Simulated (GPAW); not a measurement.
# Sb (R-3m) in GPAW: settings compared

The runs below take Sb through single point, relaxation of cell and atoms, with PBE, PBE+D4.

Program: GPAW 26.7.0. These are calculated values, not measurements. Logs are shortened: lines on timing, memory, paths and dates and some standing lists are left out, and cuts for length are marked. The log counts tension as positive stress, the text compression.

### Step 1. The crystal as given

It takes space group R-3m (No. 166, trigonal). Conventional cell: a = 4.308 Å, b = 4.308 Å, c = 11.274 Å, α = 90.00°, β = 90.00°, γ = 120.00°. Sb (site symmetry 3m) has 3 Sb at 2.91 Å as nearest neighbours.

### Step 2. Single point, PBE

Input file run.py:

```python
from ase.dft.bandgap import bandgap
from ase.io import read, write
from ase.units import GPa
from gpaw import GPAW, PW

atoms = read('Sb.cif')

calc = GPAW(mode=PW(250),
            xc='PBE',
            kpts={'size': (5, 5, 5), 'gamma': True},
            occupations={'name': 'fermi-dirac', 'width': 0.05},
            nbands=25,
            convergence={'density': 1e-05, 'energy': 1e-05},
            maxiter=80,
            txt='gpaw.txt')
atoms.calc = calc
energy = atoms.get_potential_energy()
forces = atoms.get_forces()
stress = atoms.get_stress()
calc.write('gs.gpw')
write('result.traj', atoms)
print(f'Energy: {energy:.6f} eV')
print('Forces (eV/A):')
print(forces.round(4))
print('Stress (GPa):', (stress / GPa).round(3))
print('Fermi level:', round(calc.get_fermi_level(), 4), 'eV')
print(f'Gap: {bandgap(calc)[0]:.4f} eV, direct: {bandgap(calc, direct=True)[0]:.4f} eV')
```

Input file Sb.cif:

```cif
data_Sb
_cell_length_a 4.50666183
_cell_length_b 4.50666183
_cell_length_c 4.50666183
_cell_angle_alpha 57.11017317
_cell_angle_beta 57.11017317
_cell_angle_gamma 57.11017317
_space_group_name_H-M_alt 'P1'
_space_group_name_Hall 'P 1'
_space_group_IT_number 1
loop_
_space_group_symop_operation_xyz
'x,y,z'
loop_
_atom_site_label
_atom_site_type_symbol
_atom_site_symmetry_multiplicity
_atom_site_Wyckoff_symbol
_atom_site_fract_x
_atom_site_fract_y
_atom_site_fract_z
_atom_site_occupancy
Sb1 Sb 1 a 0.7665100000 0.7665100000 0.7665100000 1
Sb2 Sb 1 a 0.2334900000 0.2334900000 0.2334900000 1
```

Potentials or basis: GPAW PAW data sets (gpaw-data 1.2.1), pw.

Started as:

```
$ OMP_NUM_THREADS=1 python run.py
```

gpaw.txt:

```text
__  _  _
 | _ |_)|_||  |
 |__||  | ||/\| - 26.7.0

Input parameters:
  mode=PW(ecut=250.0),
  convergence={'density': 1e-05, 'energy': 1e-05},
  kpts=MonkhorstPack(size=(5, 5, 5), gamma=True),
  maxiter=80,
  nbands=25,
  occupations=Occupations(name='fermi-dirac', width=0.05),
  xc=XC(name='PBE')

Diagonalizing LCAO Hamiltonian
Converting LCAO to pw mode

                     Sb

       Sb

Atoms  # Å, Bohr magnetons
|   | symbol |        x |        y |        z |    initial magnetic moments |
|---|--------|----------|----------|----------|-----------------------------|
| 0 |     Sb | 7.206056 | 3.921545 | 2.715156 | ( 0.0000,  0.0000,  0.0000) |
| 1 |     Sb | 2.195069 | 1.194559 | 0.827076 | ( 0.0000,  0.0000,  0.0000) |

Unit cell  # Å
| periodic |        x |        y |        z |  lengths |    angles |
|----------|----------|----------|----------|----------|-----------|
|      yes | 4.506662 | 0.000000 | 0.000000 | 4.506662 | 57.110173 |
|      yes | 2.447232 | 3.784317 | 0.000000 | 4.506662 | 57.110173 |
|      yes | 2.447232 | 1.331786 | 3.542231 | 4.506662 | 57.110173 |

Number of symmetries: 12
Symmetry operations  # r_c * U_cc + t_c -> r_c
|    | kind |            matrix            |
|----|------|------------------------------|
|  0 |  E   |  1, 0, 0,  0, 1, 0,  0, 0, 1 |
|  1 |  σ   |  1, 0, 0,  0, 0, 1,  0, 1, 0 |
|  2 |  σ   |  0, 1, 0,  1, 0, 0,  0, 0, 1 |
|  3 |  C3  |  0, 1, 0,  0, 0, 1,  1, 0, 0 |
|  4 |  C3  |  0, 0, 1,  1, 0, 0,  0, 1, 0 |
|  5 |  σ   |  0, 0, 1,  0, 1, 0,  1, 0, 0 |
|  6 |  C2  |  0, 0,-1,  0,-1, 0, -1, 0, 0 |
|  7 |  S6  |  0, 0,-1, -1, 0, 0,  0,-1, 0 |
|  8 |  S6  |  0,-1, 0,  0, 0,-1, -1, 0, 0 |
|  9 |  C2  |  0,-1, 0, -1, 0, 0,  0, 0,-1 |
| 10 |  C2  | -1, 0, 0,  0, 0,-1,  0,-1, 0 |
| 11 |  i   | -1, 0, 0,  0,-1, 0,  0, 0,-1 |

BZ-sampling:
  Number of BZ points: 125
  Number of IBZ points: 19

  Monkhorst-Pack size: [5, 5, 5]
  Monkhorst-Pack shift: [0, 0, 0]

K-points  # in reciprocal-cell coordinates
|     |                                coordinates |     weight |
|-----|--------------------------------------------|------------|
|   0 | (  0.00000000,   0.00000000,   0.00000000) | 0.00800000 |
|   1 | (  0.20000000,   0.00000000,  -0.20000000) | 0.04800000 |
|   2 | (  0.20000000,   0.00000000,   0.00000000) | 0.04800000 |
|   3 | (  0.20000000,   0.20000000,  -0.20000000) | 0.04800000 |
|   4 | (  0.20000000,   0.20000000,   0.00000000) | 0.04800000 |
|   5 | (  0.20000000,   0.20000000,   0.20000000) | 0.01600000 |
|   6 | (  0.40000000,  -0.20000000,  -0.20000000) | 0.04800000 |
|   7 | (  0.40000000,   0.00000000,  -0.40000000) | 0.04800000 |
|   8 | (  0.40000000,   0.00000000,  -0.20000000) | 0.09600000 |
|   9 | (  0.40000000,   0.00000000,   0.00000000) | 0.04800000 |
| ... |                                            |            |
|  18 | (  0.40000000,   0.40000000,   0.40000000) | 0.01600000 |

Plane wave coefficients: 553
Cutoff: 250.0 eV

Spin-components: 1 (collinear spins)
Bands:           25
Projectors:      12
Spin-degeneracy: 2
Datatype:        complex128

Parallelization:
  kpt:    1
  domain: 1
  band:   1

Density:
  Valence electrons: 30.0
  Components: 1
  Grid points: [18 18 18]
  Charge: 0.0  # |e|

Potential:
  Grid points: [18 18 18]

species:
  Sb:
    name:    Antimony
    Z:       51.0
    valence: 15
    core:    36
    charge:  0.0  # [|e|]
    compensation charges:
      type: gauss
      rc: 0.36  # [Å]
      lmax: 2
    cutoffs:
      filter: 2.23  # [Å]
      core: 2.23  # [Å]
    projectors
    | kind |    occ | energy [eV] | rcut [Å] |
    |------|--------|-------------|----------|
    |   5s |  2.000 |     -12.815 |    1.154 |
    |   5p |  3.000 |      -4.830 |    1.233 |
    |   4d | 10.000 |     -33.514 |    1.196 |
    |    s |        |      14.396 |    1.154 |
    |    p |        |      22.381 |    1.233 |
    |    d |        |      -6.303 |    1.196 |

    Using partial waves for Sb as LCAO basis

Reference energy: -352563.116496  # eV

eigensolver:
  PPCG
  Converge bands: occupied
  niter=2

density mixing:
  MSR1-Mixer
  Pratt-step length: 0.05
  Maximum mixing coefficient: 0.75
  Old densities: 10
  SVD Regularization: 0.005
  Good broyden scale: 1.0
  Trust region scale: 1.0
  Backstep threshold: 4.0
  History deletion threshold: 6.0
  Fourier metric: weight=20.0, sigma=0.015

occupation numbers:
  Fermi-Dirac:
    width: 0.0500  # eV

poisson solver:
  ecut: 2000.0  # eV

xc functional:
  name: PBE with 2 nearest neighbor stencil

convergence criteria:
- Maximum integral of absolute [dens]ity change: 1e-05 electrons / valence electron
- Maximum [total energy] change in last 3 cyles: 1e-05 eV / valence electron
- Maximum integral of absolute [eigenst]ate change: 4e-08 eV^2 / valence electron
maximum number of iterations: 80

SCF iterations
|iter     | |      energy | eigst |  dens |
|---------|-|-------------|-------|-------|
|iter:   1| |   -6.996506 | -0.99 |       |
|iter:   2| |   -6.998302 | -3.21 | -1.63 |
|iter:   3| |   -6.995571 | -3.33 | -1.65 |
|iter:   4| |   -6.996400 | -3.69 | -2.16 |
|iter:   5| |   -6.996468 | -5.48 | -3.11 |
|iter:   6| |   -6.996489c| -6.16 | -3.47 |
|iter:   7| |   -6.996489c| -7.62c| -4.52 |
|iter:   8| |   -6.996490c| -8.04c| -5.10c|

Converged in 8 steps
Energy contributions relative to reference atoms: (reference = -352563.116496)

Energy contributions:
  Kinetic:          56.268968
  Coulomb:         -52.865990
  Zero:              0.317998
  External:          0.000000
  Xc:              -10.716808
  Entropy:          -0.001315
  Spinorbit:         0.000000
  ----------------------------
  Free energy:      -6.997147
  Extrapolated:     -6.996490

dipole moment: (-0.000002, -0.000001, -0.000001)  # |e|*Ang

Fermi level: 7.030
Eigenvalues  # (at kpt = [0.000, 0.000, 0.000])
| band index |      eig [eV] | occ [0-2] |
|------------|---------------|-----------|
|          0 |       -22.267 |     2.000 |
|        ... |               |           |
|          7 |       -22.056 |     2.000 |
|          8 |       -21.980 |     2.000 |
|          9 |       -21.980 |     2.000 |
|         10 |        -5.754 |     2.000 |
|         11 |         2.170 |     2.000 |
|         12 |         4.877 |     2.000 |
|         13 |         5.151 |     2.000 |
|         14 |         5.151 |     2.000 |
|         15 |         9.047 |     0.000 |
|         16 |         9.655 |     0.000 |
|         17 |         9.655 |     0.000 |
|         18 |        12.105 |     0.000 |
|         19 |        12.105 |     0.000 |
|         20 |        12.226 |     0.000 |
|         21 |        13.574 |     0.000 |
|         22 |        13.996 |     0.000 |
|        ... |               |           |
|         24 |        14.716 |     0.000 |

Gap: 0.376 eV
Transition (v -> c):
  (s=0, k=13, n=14, [0.40, 0.20, 0.20]) -> (s=0, k=9, n=15, [0.40, 0.00, 0.00])
Direct/indirect transitions are different
Direct gap: 0.703 eV
Transition at: (s=0, k=13, n=14, [0.40, 0.20, 0.20])

Forces  # eV/Ang
|        x |        y |        z |
|----------|----------|----------|
| -0.02904 | -0.01581 | -0.01094 |  # Sb   0
|  0.02904 |  0.01581 |  0.01094 |  # Sb   1

Stress tensor  # eV/Ang^3
|        x |        y |        z |
|----------|----------|----------|
| 0.009484 | 0.002545 | 0.001762 |
| 0.002545 | 0.006193 | 0.000959 |
| 0.001762 | 0.000959 | 0.005472 |

# Writing to gs.gpw (mode='')
```

Run time: 7.8 s. Hardware: 1 thread of Arm Neoverse V1, shared host; peak memory 0.13 GiB.

These settings aren't checked as converged: the numbers below hold their error.

What came out:

```yaml
Free_energy: -6.9971 eV
Pressure: -1.1 GPa
Largest_force: 0.035 eV/Å
Band_gap_on_the_k_mesh: 0.38 eV, indirect (least direct gap 0.70 eV)
```

Caveat: the cutoff is short for stress and forces, so pressures can be off by a GPa or more; spin-orbit coupling is left out, which moves the levels of the heavy elements; an odd mesh through Γ misses points on the zone boundary, where band edges often lie.

### Step 3. Relaxation of cell and atoms, PBE

Input file run.py:

```python
from ase.filters import FrechetCellFilter
from ase.io import read, write
from ase.optimize import LBFGS
from gpaw import GPAW, PW

atoms = read('Sb.xyz')

calc = GPAW(mode=PW(600),
            xc='PBE',
            kpts={'size': (5, 5, 5), 'gamma': True},
            occupations={'name': 'fermi-dirac', 'width': 0.05},
            nbands=25,
            convergence={'density': 1e-06, 'energy': 1e-06, 'eigenstates': 1e-10},
            maxiter=150,
            txt='gpaw.txt')
atoms.calc = calc
opt = LBFGS(FrechetCellFilter(atoms), trajectory='relax.traj', logfile='-')
done = opt.run(fmax=0.02, steps=40)
calc.write('gs.gpw')
write('result.traj', atoms)
print('Converged:', done)
print('Cell:', atoms.cell.cellpar().round(4))
print('Volume:', round(atoms.get_volume(), 4))
print(atoms.get_scaled_positions().round(5))
```

Input file Sb.xyz:

```xyz
2
Lattice="2.1542000000 1.2437279499 3.7580000000 -2.1542000000 1.2437279499 3.7580000000 0.0000000000 -2.4874558998 3.7580000000" Properties=species:S:1:pos:R:3 pbc="T T T"
Sb     0.0000000000      0.0000000000      8.6416337400
Sb     0.0000000000      0.0000000000      2.6323662600
```

Potentials or basis: GPAW PAW data sets (gpaw-data 1.2.1), pw.

Started as:

```
$ OMP_NUM_THREADS=1 python run.py
```

gpaw.txt:

```text
__  _  _
 | _ |_)|_||  |
 |__||  | ||/\| - 26.7.0

Input parameters:
  mode=PW(ecut=600.0),
  convergence={'density': 1e-06, 'energy': 1e-06, 'eigenstates': 1e-10},
  kpts=MonkhorstPack(size=(5, 5, 5), gamma=True),
  maxiter=150,
  nbands=25,
  occupations=Occupations(name='fermi-dirac', width=0.05),
  xc=XC(name='PBE')

Diagonalizing LCAO Hamiltonian
Converting LCAO to pw mode

       Sb

       Sb

Atoms  # Å, Bohr magnetons
|   | symbol |        x |        y |        z |    initial magnetic moments |
|---|--------|----------|----------|----------|-----------------------------|
| 0 |     Sb | 0.000000 | 0.000000 | 8.641634 | ( 0.0000,  0.0000,  0.0000) |
| 1 |     Sb | 0.000000 | 0.000000 | 2.632366 | ( 0.0000,  0.0000,  0.0000) |

Unit cell  # Å
| periodic |         x |         y |        z |  lengths |    angles |
|----------|-----------|-----------|----------|----------|-----------|
[... 1511 lines left out ...]

Interpolating wave functions to new cell

       Sb
[... 416 lines left out ...]
Stress tensor  # eV/Ang^3
|         x |         y |         z |
|-----------|-----------|-----------|
| -0.000146 |  0.000000 |  0.000000 |
|  0.000000 | -0.000146 |  0.000000 |
|  0.000000 |  0.000000 | -0.000702 |

Forces  # eV/Ang
|        x |        y |        z |
|----------|----------|----------|
| -0.00000 |  0.00000 | -0.00068 |  # Sb   0
|  0.00000 | -0.00000 |  0.00068 |  # Sb   1

Interpolating wave functions to new cell

       Sb
[... 140 lines left out ...]
SCF iterations
|iter     | |      energy | eigst |  dens |
|---------|-|-------------|-------|-------|
|iter:   1| |   -8.865709 | -2.56 |       |
|iter:   2| |   -8.865705 | -4.99 | -3.16 |
|iter:   3| |   -8.865619 | -4.94 | -3.20 |
|iter:   4| |   -8.865619 | -6.60 | -3.96 |
|iter:   5| |   -8.865619c| -7.51 | -4.35 |
|iter:   6| |   -8.865619c| -8.94 | -5.27 |
|iter:   7| |   -8.865619c|-10.08c| -5.99 |
|iter:   8| |   -8.865619c|-10.79c| -6.57c|

Converged in 8 steps
Energy contributions relative to reference atoms: (reference = -352563.116496)

Energy contributions:
  Kinetic:          -0.781562
  Coulomb:          -1.126051
  Zero:              0.363768
  External:          0.000000
  Xc:               -7.321264
  Entropy:          -0.001021
  Spinorbit:         0.000000
  ----------------------------
  Free energy:      -8.866130
  Extrapolated:     -8.865619
[... 42 lines left out ...]
Forces  # eV/Ang
|       x |        y |        z |
|---------|----------|----------|
| 0.00000 |  0.00000 | -0.00150 |  # Sb   0
| 0.00000 | -0.00000 |  0.00150 |  # Sb   1

# Writing to gs.gpw (mode='')
```

It took 3.4 min on 1 thread of Arm Neoverse V1, shared host; peak memory 0.25 GiB.

What came out:

* Free energy: -8.8661 eV
* Relaxed volume: 31.66 Å³/atom
* Relaxed cell: a = 4.565 Å, b = 4.565 Å, c = 4.565 Å, α = 57.46°, β = 57.46°, γ = 57.46°
* Space group after relaxing (to 0.05 Å): R-3m (No. 166)
* Energy gained by relaxing: 11.0 meV/atom
* Ionic steps: 10
* Pressure after relaxing: 0.1 GPa
* Band gap on the k mesh: 0.38 eV, indirect (least direct gap 0.62 eV)

Step by step:
```
step  energy change (eV)  largest force (eV/Å)  pressure (GPa)  volume (Å³)
   1              0.0000                0.0213            2.31        60.41
   2             -0.0076                0.0258            1.72        60.98
   3             -0.0190                0.1408            0.07        62.80
   4             -0.0198                0.1323           -0.05        63.01
   5             -0.0216                0.0634           -0.20        63.45
   6             -0.0219                0.0195           -0.10        63.44
   7             -0.0220                0.0024            0.00        63.35
   8             -0.0220                0.0008            0.02        63.33
   9             -0.0220                0.0007            0.05        63.31
  10             -0.0220                0.0015            0.06        63.32
```

Final structure:
```cif
data_structure
_symmetry_space_group_name_H-M 'P 1'
_symmetry_Int_Tables_number 1
_cell_length_a 4.5648
_cell_length_b 4.5648
_cell_length_c 4.5648
_cell_angle_alpha 57.456
_cell_angle_beta 57.456
_cell_angle_gamma 57.456
_cell_volume 63.32
loop_
_atom_site_label
_atom_site_type_symbol
_atom_site_fract_x
_atom_site_fract_y
_atom_site_fract_z
_atom_site_occupancy
Sb1 Sb 0.76823 0.76823 0.76823 1
Sb2 Sb 0.23177 0.23177 0.23177 1
```

Caveat: later steps reuse the first step's grids; spin-orbit coupling is left out, which moves the levels of the heavy elements; an odd mesh through Γ misses points on the zone boundary, where band edges often lie. PBE usually gives volumes a little too large and moduli too small.

[end of part 1 of 2]
